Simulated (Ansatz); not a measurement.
# Cr (Im-3m) in Ansatz: equation of state

Aim: energy against volume of Cr in PBEsol, for its equilibrium volume and stiffness.

All numbers are computed with Ansatz 0.2.0; they aren't measurements. Logs are shortened: lines on timing, memory, paths and dates and some standing lists are left out, and cuts for length are marked.

**1. The structure**

The structure is cubic, space group Im-3m (No. 229). Conventional cell: a = 2.969 Å, b = 2.969 Å, c = 2.969 Å, α = 90.00°, β = 90.00°, γ = 90.00°. Cr (site symmetry m-3m) is surrounded by 8 Cr at 2.57 Å.

**2. Single point, PBEsol, collinear spin, ferromagnetic start, 12.30 Å³/atom (volume scaled by 0.94)**

Contents of input.yaml:

```yaml
crystal:
  lattice:
    - [-1.4541462833, 1.4541462833, 1.4541462833]
    - [1.4541462833, -1.4541462833, 1.4541462833]
    - [1.4541462833, 1.4541462833, -1.4541462833]
  atoms:
    - { symbol: Cr, position: [0.0, 0.0, 0.0], spin: 3.0 }
hamiltonian:
  xc: pbesol
  pseudopotentials: { kind: paw }
magnetization:
  spin_polarized: true
kpoints:
  mp_grid: { grid: [12, 12, 12] }
scf:
  occupations: { method: fermi_dirac, width: 0.05 }
output:
  forces: true
  stress: true
  eigenvalues: true
  write_density: true
  write_potential: true
  elf: true
  volumetric_format: npy
```

Potentials or basis: Ansatz PAW.

The run is started by

```
ansatz run input.yaml --threads 2 --pin off --max-ram 5632MiB --backend cpu --events-out ev --progress --plain --runs-dir out
```

The program printed:

```text
Warning: RAYON_NUM_THREADS=2 ignored (pool sized by the plan → 2); use --threads N
Engine: ansatz 0.2.0, x86_64-unknown-linux-gnu
Pseudopotentials: kind: paw
Pseudopotential: Cr, paw, valence charge 14, recommended cutoff 420 eV (normal), Cr.paw.azcp
Functional definition: PBEsol
  exchange = pbesol_x
  correlation = pbesol_c
Crystal: 1 atoms, lattice volume = 12.299 Å³
Basis set: ecut = 420 eV, 225 PW (Γ), exchange–correlation on 36×36×36 points (8 copies of the dense FFT grid, shifted against one another)
Bands: 13, of which v1, the nominal top of the filled ones, is band 7 counted from 1 (6 counted from 0)
Symmetry: 48 space group operations
Space group: Im-3m (ITA 229), of the structure as read, at distance tolerance 2.3e-5 Å
Magnetic group: BNS 229.140 (UNI 1642), of the structure as read, at distance tolerance 2.3e-5 Å
k-points: 72 of 1728
Non-local potential: Cr, projectors of the file, l = 0: 3, l = 1: 2, l = 2: 3, l = 3: 1
PAW form: soft (Blöchl's): semilocal exchange-correlation on the pseudo side does not see the compensation charge
PAW frozen core: Cr, regenerated for the run's functional, and the local potential with it (the file was generated under x = pbe(κ = 0.804, μ = 0.2195149727645171), c = pbe(β = 0.06672455060314922))
PAW one-centre angular grid: Cr, 590 points (default); XC on 64 Gauss nodes
Initial density: superposition of atomic densities (chi_scale 0.1, normalization cell)
Starting moments: Σ|m| = 3 μB on 1 of 1 site
Initial wavefunctions: pseudopotential atomic-orbital guess
Functional: x = pbesol(κ = 0.804, μ = 0.12345679012345678), c = pbesol(β = 0.046)
SCF iter   1: F=—  HF=-3352.521275 eV  |F-HF|=—  |Δ(HF+E_count)|=         —  Δρ=3.44e-1 (↑3.44e-1 ↓1.43e-1)  dr2=6.31e0  dr2_m=6.09e0  M=0.134 μB ∫|m|=0.139 μB  β_m=0.30  ethr=3.10e-3  ⟨swp⟩=3.9  Hψ=8552  notcnv=0
Mixer restart at iter 1: flushing history
preconditioner: auto → none  [metal: Δε(μ)=0.015 eV  Ē_g=11.664 eV  σ=0.050 eV  W_gap=0.08  n_scr=0 (ndim 8)  ℏωp=25.9 eV  f_vac=0.000  D(μ)=0.62/eV (n_scr^D=0)]
SCF iter   2: F=—  HF=-3349.652338 eV  |F-HF|=—  |Δ(HF+E_count)|=    2.87e0  Δρ=1.76e-1 (↑1.76e-1 ↓1.48e-1)  dr2=2.66e-1  dr2_m=2.91e0  M=0.149 μB ∫|m|=0.149 μB  β_m=0.43  ethr=3.10e-3  ⟨swp⟩=2.0  Hψ=4761  notcnv=0  defer=139
SCF iter   3: F=—  HF=-3349.209752 eV  |F-HF|=—  |Δ(HF+E_count)|=   4.43e-1  Δρ=8.09e-2 (↑8.09e-2 ↓5.60e-2)  dr2=1.10e-1  dr2_m=5.16e-1  M=0.081 μB ∫|m|=0.082 μB  β_m=0.52  ethr=1.90e-3  ⟨swp⟩=2.0  Hψ=3140  notcnv=0  defer=112
SCF iter   4: F=—  HF=-3349.107868 eV  |F-HF|=—  |Δ(HF+E_count)|=   1.02e-1  Δρ=4.25e-3 (↑3.30e-3 ↓4.25e-3)  dr2=3.61e-3  dr2_m=7.51e-4  M=0.013 μB ∫|m|=0.014 μB  β_m=0.76  ethr=7.85e-4  ⟨swp⟩=2.1  Hψ=2876  notcnv=0  defer=110
SCF iter   5: F=—  HF=-3349.108982 eV  |F-HF|=—  |Δ(HF+E_count)|=   1.11e-3  Δρ=8.88e-4 (↑8.39e-4 ↓8.88e-4)  dr2=4.32e-6  dr2_m=8.09e-5  M=0.001 μB ∫|m|=0.003 μB  β_m=0.82  ethr=2.58e-5  ⟨swp⟩=2.0  Hψ=2777  notcnv=0  defer=101
SCF iter   6: F=—  HF=-3349.108977 eV  |F-HF|=—  |Δ(HF+E_count)|=   4.51e-6  Δρ=1.56e-4 (↑1.12e-4 ↓1.56e-4)  dr2=3.12e-7  dr2_m=1.98e-6  M=0.001 μB ∫|m|=0.001 μB  β_m=0.91  ethr=3.08e-8  ⟨swp⟩=2.0  Hψ=2905  notcnv=0  defer=101
SCF iter   7: F=—  HF=-3349.108980 eV  |F-HF|=—  |Δ(HF+E_count)|=   3.11e-6  Δρ=9.27e-6 (↑9.08e-6 ↓9.27e-6)  dr2=1.72e-9  dr2_m=8.01e-9  M=0.000 μB ∫|m|=0.000 μB  β_m=0.90  ethr=2.23e-9  ⟨swp⟩=2.0  Hψ=2898  notcnv=0  defer=101
SCF iter   8: F=—  HF=-3349.108980 eV  |F-HF|=—  |Δ(HF+E_count)|=   6.31e-9  Δρ=1.83e-6 (↑1.83e-6 ↓1.68e-6)  dr2=6.14e-11  dr2_m=3.13e-10  M=0.000 μB ∫|m|=0.000 μB  β_m=0.95  ethr=1.23e-11  ⟨swp⟩=2.4  Hψ=2610  notcnv=0  defer=101
SCF iter   9: F=—  HF=-3349.108980 eV  |F-HF|=—  |Δ(HF+E_count)|=  4.00e-10  Δρ=1.50e-7 (↑1.50e-7 ↓6.32e-8)  dr2=4.68e-13  dr2_m=1.23e-12  M=0.000 μB ∫|m|=0.000 μB  β_m=0.97  ethr=1.00e-12  ⟨swp⟩=2.4  Hψ=2618  notcnv=0  defer=101
SCF iter  10: F=-3349.108980 eV  HF=-3349.108980 eV  |F-HF|=0.00e0  |Δ(HF+E_count)|=  9.09e-13  Δρ=2.31e-8 (↑1.31e-8 ↓2.31e-8)  dr2=8.71e-14  dr2_m=3.26e-15  M=-0.000 μB ∫|m|=0.000 μB  ethr=1.00e-12  ⟨swp⟩=5.5  Hψ=7142  notcnv=0
SCF 1 converged in 10 iterations: F = -3349.108980 eV  dr2 = 8.71e-14
WARN: the starting moments were not kept: the SCF closed with an absolute magnetisation of 3.4e-8 μB, where they sum to 3 μB in size (1 site). That is at most 0.1 of that sum. Measured as dr2_m measures the in/out step, that magnetisation stands 7.3e-16 eV from none, at or under the dr2_threshold of 1.0e-7 eV: it is no larger than a step whose dr2_m would equal this threshold. The system may hold no moment; this SCF shows only that its start led to no more than that. To try another start: raise the starting moments (crystal.atoms[].spin, magnetization.per_species, magnetization.initial_magnetization, or on a non-collinear deck that types none of these the spinor_matrix: blocks that start its atoms; where the total moment is fixed, keep their sum and leave initial_magnetization as it is; typed ones take the place of any that the run laid by itself, positive ones on a crystal's lanthanoids without a Hubbard term where scf.initial_density.shell_occupations: [] is typed) or, if the notice of its spin-set hold's release reads "site moments contracting" or "site moments show no strong build", lengthen the hold (scf.mixing.spin_hold: { on: { confirm: 4 } }; for m-r²SCAN on two components see the key's manual first). Each may lead to a state that holds a moment. A second SCF, from the converged charge density, with the starting moments and any scf.initial_density.shell_occupations laid on it anew, would have followed, and was not run: the deck does not ask for one (magnetization.retry_lost_moments is false, the default). To let it run, set magnetization.retry_lost_moments: true and run the deck again, where that key's refused combinations let it; where memory then withholds it, that run's warning says so.
SCF converged after 10 iterations
Magnetization: -0.0000 μB (7.0000 up, 7.0000 down)
Absolute magnetization: 0.0000 μB (∫|ρ↑−ρ↓|, with the PAW one-centre terms)
Spin contamination: 0.0000 ħ² per cell (⟨S²⟩ above its minimum at these occupations)
Per-site moments (μB) at R_I (Å): [(-1.896110754467809e-8, 1.0389452882791317)]
Free energy (F): -3349.108980 eV
Harris-Foulkes:  -3349.108980 eV  (|F-HF|=0.00e0)
Internal energy: -3349.103544 eV  (E = F + TS)
E sigma→0 (E₀):  -3349.106262 eV
Entropy (-TS):   -0.005436 eV (-5.436 meV/atom)
Fermi energy:    17.888708 eV
--- Per-component energies (eV) ---
  E_band       = -163.545299
  E_kinetic    = 341.648183
  E_local      = -1229.629841  (includes V_loc(G=0)·N_el)
  E_nonlocal   = 79.414651
  E_hartree    = 530.144609
  E_xc         = -138.567826
  E_vxc        = -177.516539  (∫ρ·V_xc dr)
  E_paw        = -1166.440358  (= ΣΔE_a)
  E_vpaw       = -237.751302  (= ΣTr[D̂ρ^β])
  E_aug_tail   = 0.000319  (compensation charges beyond the density's cutoff)
  E_ewald      = -1765.833281
  E_core_change = 0.160000  (= ΣΔE_core)
  E_smearing   = -0.005436  (= −TS)
  E_closure    = -0.000000  (closes the sum)
  Σ components = -3349.108980   (vs F -3349.108980, Δ=0.00e0)
--- Forces (eV/Å), atoms counted from 1 ---
  atom   1  Cr    -0.00000000     0.00000000     0.00000000
  max |Σ_I F_I| component: 3.00e-32 eV/Å
--- Stress (GPa, compression-positive) ---
      -22.738337      -0.000000       0.000000
       -0.000000     -22.738337      -0.000000
       -0.000000       0.000000     -22.738337
  P = ⅓ Tr σ = -22.7383 GPa (-227.383 kbar)
--- Band table (eV; the first three rows and the last of 144) ---
  k-point 0 ↑: bands = ["-53.6913", "-24.6757", "-24.6757", "-24.6757", "10.2335", "17.1035", "17.1035", "17.1035", "18.9777", "18.9777", "39.6909", "39.6909", "39.6909"]
  k-point 1 ↑: bands = ["-53.6804", "-24.7288", "-24.6923", "-24.6759", "10.5205", "16.9964", "17.0827", "17.2944", "18.8646", "18.9860", "38.8616", "39.5397", "39.8343"]
  k-point 2 ↑: bands = ["-53.6505", "-24.8724", "-24.7375", "-24.6767", "11.3290", "16.7133", "16.9636", "17.8385", "18.6844", "19.0170", "36.7496", "38.7270", "40.1850"]
  k-point 71 ↓: bands = ["-53.4110", "-25.2058", "-25.2058", "-25.2058", "13.9362", "13.9362", "20.2185", "20.2185", "20.2185", "27.8995", "27.8995", "27.8995", "34.3226"]
```

v_z.tsv:

```text
# z_ang	v_es[eV]	v_tot_up[eV]	v_tot_dn[eV]
# format = ansatz-planar-average/11
# xc	pbesol
# density_cutoff_ev	1680
# datasets	Cr=:simpson_from_first_knot:soft:shift=-673940
# lattice	-1.454146283	1.454146283	1.454146283
# lattice	1.454146283	-1.454146283	1.454146283
# lattice	1.454146283	1.454146283	-1.454146283
# sites	1
# site	24	0.000000000	0.000000000	0.000000000
0.000000	1.889745e0	-1.349057e1	-1.349057e1
0.139925	2.183107e0	-1.303799e1	-1.303799e1
0.279851	3.073425e0	-1.169920e1	-1.169920e1
0.419776	4.578482e0	-9.528716e0	-9.528716e0
0.559701	6.668509e0	-6.656799e0	-6.656799e0
0.699626	9.198063e0	-3.339949e0	-3.339949e0
[... 10 lines left out ...]
2.238805	3.073425e0	-1.169920e1	-1.169920e1
2.378730	2.183107e0	-1.303799e1	-1.303799e1
```

It took 1.4 s on 2 threads of Intel Xeon Platinum 8488C (Sapphire Rapids), shared host; peak memory 0.32 GiB.

What came out:

```
Free energy            : -3349.1090 eV
Pressure               : -22.7 GPa
Band gap on the k mesh : none (metal or under the smearing width)
Net moment             : 0.00 μB per cell
Absolute moment        : 0.00 μB per cell
```

Caveat: the starting moments collapsed, and a magnetic state may lie lower; the PAW data sets come from PBE, with cores solved anew for the run's functional, which leaves a small shift of forces and pressure; the starting moments weren't kept.

**3. Single point, PBEsol, collinear spin, ferromagnetic start, 12.56 Å³/atom (volume scaled by 0.96)**

Contents of input.yaml:

```yaml
crystal:
  lattice:
    - [-1.4643870875, 1.4643870875, 1.4643870875]
    - [1.4643870875, -1.4643870875, 1.4643870875]
    - [1.4643870875, 1.4643870875, -1.4643870875]
  atoms:
    - { symbol: Cr, position: [0.0, 0.0, 0.0], spin: 3.0 }
hamiltonian:
  xc: pbesol
  pseudopotentials: { kind: paw }
magnetization:
  spin_polarized: true
kpoints:
  mp_grid: { grid: [12, 12, 12] }
scf:
  occupations: { method: fermi_dirac, width: 0.05 }
output:
  forces: true
  stress: true
  eigenvalues: true
```

Potentials or basis: Ansatz PAW.

The run is started by

```
ansatz run input.yaml --threads 2 --pin off --max-ram 5632MiB --backend cpu --events-out ev --progress --plain --runs-dir out
```

It took 1.2 s on 2 threads of Intel Xeon Platinum 8488C (Sapphire Rapids), shared host; peak memory 0.34 GiB.

It converged, with:

- Free energy: -3349.0689 eV
- Pressure: -26.3 GPa
- Band gap on the k mesh: none (metal or under the smearing width)
- Net moment: 0.00 μB per cell
- Absolute moment: 0.00 μB per cell

Caveat: the starting moments collapsed, and a magnetic state may lie lower; the PAW data sets come from PBE, with cores solved anew for the run's functional, which leaves a small shift of forces and pressure; the starting moments weren't kept.

**4. Single point, PBEsol, collinear spin, ferromagnetic start, 12.82 Å³/atom (volume scaled by 0.98)**

input.yaml: that of step 3 with these lines changed.

```diff
@@ -2,5 +2,5 @@
   lattice:
-    - [-1.4643870875, 1.4643870875, 1.4643870875]
-    - [1.4643870875, -1.4643870875, 1.4643870875]
-    - [1.4643870875, 1.4643870875, -1.4643870875]
+    - [-1.4744866279, 1.4744866279, 1.4744866279]
+    - [1.4744866279, -1.4744866279, 1.4744866279]
+    - [1.4744866279, 1.4744866279, -1.4744866279]
   atoms:
```

The run is started by

```
ansatz run input.yaml --threads 2 --pin off --max-ram 5632MiB --backend cpu --events-out ev --progress --plain --runs-dir out
```

It took 1.2 s on 2 threads of Intel Xeon Platinum 8488C (Sapphire Rapids), shared host; peak memory 0.34 GiB.

Results (log left out):

| Quantity | Value |
| --- | --- |
| Free energy | -3349.0233 eV |
| Pressure | -29.4 GPa |
| Band gap on the k mesh | none (metal or under the smearing width) |
| Net moment | 0.00 μB per cell |
| Absolute moment | 0.00 μB per cell |

Caveat: the starting moments collapsed, and a magnetic state may lie lower; the PAW data sets come from PBE, with cores solved anew for the run's functional, which leaves a small shift of forces and pressure; the starting moments weren't kept.

**5. Single point, PBEsol, collinear spin, ferromagnetic start, 13.08 Å³/atom**

input.yaml: that of step 4 with these lines changed.

```diff
@@ -2,5 +2,5 @@
   lattice:
-    - [-1.4744866279, 1.4744866279, 1.4744866279]
-    - [1.4744866279, -1.4744866279, 1.4744866279]
-    - [1.4744866279, 1.4744866279, -1.4744866279]
+    - [-1.4844496776, 1.4844496776, 1.4844496776]
+    - [1.4844496776, -1.4844496776, 1.4844496776]
+    - [1.4844496776, 1.4844496776, -1.4844496776]
   atoms:
```

The run is started by

```
ansatz run input.yaml --threads 2 --pin off --max-ram 5632MiB --backend cpu --events-out ev --progress --plain --runs-dir out
```

Wall time 1.2 s (2 threads of Intel Xeon Platinum 8488C (Sapphire Rapids), shared host); peak memory 0.34 GiB.

It converged, with:

| Quantity | Value |
| --- | --- |
| Free energy | -3348.9729 eV |
| Pressure | -32.2 GPa |
| Band gap on the k mesh | none (metal or under the smearing width) |
| Net moment | 0.00 μB per cell |
| Absolute moment | 0.00 μB per cell |

Caveat: the starting moments collapsed, and a magnetic state may lie lower; the PAW data sets come from PBE, with cores solved anew for the run's functional, which leaves a small shift of forces and pressure; the starting moments weren't kept.

**6. Single point, PBEsol, collinear spin, ferromagnetic start, 13.35 Å³/atom (volume scaled by 1.02)**

input.yaml: that of step 5 with these lines changed.

```diff
@@ -2,5 +2,5 @@
   lattice:
-    - [-1.4844496776, 1.4844496776, 1.4844496776]
-    - [1.4844496776, -1.4844496776, 1.4844496776]
-    - [1.4844496776, 1.4844496776, -1.4844496776]
+    - [-1.4942807567, 1.4942807567, 1.4942807567]
+    - [1.4942807567, -1.4942807567, 1.4942807567]
+    - [1.4942807567, 1.4942807567, -1.4942807567]
   atoms:
```

Potentials or basis: Ansatz PAW.

The run is started by

```
ansatz run input.yaml --threads 2 --pin off --max-ram 5632MiB --backend cpu --events-out ev --progress --plain --runs-dir out
```

It took 1.2 s on 2 threads of Intel Xeon Platinum 8488C (Sapphire Rapids), shared host; peak memory 0.35 GiB.

It converged, with:

| Quantity | Value |
| --- | --- |
| Free energy | -3348.9182 eV |
| Pressure | -34.6 GPa |
| Band gap on the k mesh | none (metal or under the smearing width) |
| Net moment | 0.00 μB per cell |
| Absolute moment | 0.00 μB per cell |

Caveat: the starting moments collapsed, and a magnetic state may lie lower; the PAW data sets come from PBE, with cores solved anew for the run's functional, which leaves a small shift of forces and pressure; the starting moments weren't kept.

**7. Single point, PBEsol, collinear spin, ferromagnetic start, 13.61 Å³/atom (volume scaled by 1.04)**

input.yaml: that of step 6 with these lines changed.

```diff
@@ -2,5 +2,5 @@
   lattice:
-    - [-1.4942807567, 1.4942807567, 1.4942807567]
-    - [1.4942807567, -1.4942807567, 1.4942807567]
-    - [1.4942807567, 1.4942807567, -1.4942807567]
+    - [-1.5039841504, 1.5039841504, 1.5039841504]
+    - [1.5039841504, -1.5039841504, 1.5039841504]
+    - [1.5039841504, 1.5039841504, -1.5039841504]
   atoms:
```

The run is started by

```
ansatz run input.yaml --threads 2 --pin off --max-ram 5632MiB --backend cpu --events-out ev --progress --plain --runs-dir out
```

Run time: 1.2 s. Hardware: 2 threads of Intel Xeon Platinum 8488C (Sapphire Rapids), shared host; peak memory 0.34 GiB.

The run converged. Its results:

```yaml
Free_energy: -3348.8599 eV
Pressure: -36.8 GPa
Band_gap_on_the_k_mesh: none (metal or under the smearing width)
Net_moment: 0.00 μB per cell
Absolute_moment: 0.00 μB per cell
```

Caveat: the starting moments collapsed, and a magnetic state may lie lower; the PAW data sets come from PBE, with cores solved anew for the run's functional, which leaves a small shift of forces and pressure; the starting moments weren't kept.

**8. Single point, PBEsol, collinear spin, ferromagnetic start, 13.87 Å³/atom (volume scaled by 1.06)**

Contents of input.yaml:

```yaml
crystal:
  lattice:
    - [-1.5135639255, 1.5135639255, 1.5135639255]
    - [1.5135639255, -1.5135639255, 1.5135639255]
    - [1.5135639255, 1.5135639255, -1.5135639255]
  atoms:
    - { symbol: Cr, position: [0.0, 0.0, 0.0], spin: 3.0 }
hamiltonian:
  xc: pbesol
  pseudopotentials: { kind: paw }
magnetization:
  spin_polarized: true
kpoints:
  mp_grid: { grid: [12, 12, 12] }
scf:
  occupations: { method: fermi_dirac, width: 0.05 }
output:
  forces: true
  stress: true
  eigenvalues: true
  write_density: true
  write_potential: true
  elf: true
  volumetric_format: npy
```

Potentials or basis: Ansatz PAW.

The run is started by

```
ansatz run input.yaml --threads 2 --pin off --max-ram 5632MiB --backend cpu --events-out ev --progress --plain --runs-dir out
```

The program printed:

```text
Warning: RAYON_NUM_THREADS=2 ignored (pool sized by the plan → 2); use --threads N
[... 6 set-up lines as earlier in the session ...]
Crystal: 1 atoms, lattice volume = 13.870 Å³
Basis set: ecut = 420 eV, 249 PW (Γ), exchange–correlation on 36×36×36 points (8 copies of the dense FFT grid, shifted against one another)
Bands: 13, of which v1, the nominal top of the filled ones, is band 7 counted from 1 (6 counted from 0)
[... 1 set-up line as earlier in the session ...]
Space group: Im-3m (ITA 229), of the structure as read, at distance tolerance 2.4e-5 Å
Magnetic group: BNS 229.140 (UNI 1642), of the structure as read, at distance tolerance 2.4e-5 Å
k-points: 72 of 1728
[... 2 set-up lines as earlier in the session ...]
[... 40 lines left out ...]
  E_paw        = -1165.876545  (= ΣΔE_a)
  E_vpaw       = -236.751469  (= ΣTr[D̂ρ^β])
  E_aug_tail   = 0.000332  (compensation charges beyond the density's cutoff)
  E_ewald      = -1696.512357
  E_core_change = 0.160000  (= ΣΔE_core)
  E_smearing   = -0.007001  (= −TS)
  E_closure    = 0.000000  (closes the sum)
  Σ components = -3348.798285   (vs F -3348.798285, Δ=0.00e0)
--- Forces (eV/Å), atoms counted from 1 ---
  atom   1  Cr    -0.00000000    -0.00000000     0.00000000
  max |Σ_I F_I| component: 1.64e-32 eV/Å
--- Stress (GPa, compression-positive) ---
      -38.612168       0.000000       0.000000
       -0.000000     -38.612168       0.000000
       -0.000000       0.000000     -38.612168
  P = ⅓ Tr σ = -38.6122 GPa (-386.122 kbar)
--- Band table (eV; the first three rows and the last of 144) ---
  k-point 0 ↑: bands = ["-56.1118", "-27.2381", "-27.2381", "-27.2381", "8.2803", "14.7995", "14.7995", "14.7995", "16.3946", "16.3946", "36.3238", "36.3238", "36.3238"]
  k-point 1 ↑: bands = ["-56.1051", "-27.2736", "-27.2496", "-27.2382", "8.5396", "14.7105", "14.7828", "14.9609", "16.3026", "16.4011", "35.3659", "36.1272", "36.3841"]
  k-point 2 ↑: bands = ["-56.0868", "-27.3699", "-27.2807", "-27.2384", "9.2782", "14.4744", "14.6847", "15.4210", "16.1522", "16.4264", "33.0465", "35.2167", "36.5265"]
  k-point 71 ↓: bands = ["-55.9388", "-27.6023", "-27.6023", "-27.6023", "12.1435", "12.1435", "17.4261", "17.4261", "17.4261", "24.5277", "24.5277", "24.5277", "30.4797"]
```

Run time: 1.6 s. Hardware: 2 threads of Intel Xeon Platinum 8488C (Sapphire Rapids), shared host; peak memory 0.36 GiB.

Results:

```yaml
Free_energy: -3348.7983 eV
Pressure: -38.6 GPa
Band_gap_on_the_k_mesh: none (metal or under the smearing width)
Net_moment: 0.00 μB per cell
Absolute_moment: 0.00 μB per cell
```

Caveat: the starting moments collapsed, and a magnetic state may lie lower; the PAW data sets come from PBE, with cores solved anew for the run's functional, which leaves a small shift of forces and pressure; the starting moments weren't kept.

**9. Equation of state, PBEsol, collinear spin, ferromagnetic start**

Potentials or basis: Ansatz PAW.

This step only gathers the single runs of the series.

What came out:

* Equilibrium volume: 11.14 Å³/atom (rough: see the caveat)
* Bulk modulus: 285 GPa (rough)

Energy against volume, from the lowest point:
```tsv
volume (Å³/atom)	energy (meV/atom)
12.299	0.00
12.561	40.12
12.823	85.71
13.084	136.11
13.346	190.76
13.608	249.11
13.870	310.70
```

Caveat: the minimum lies outside the volumes run.
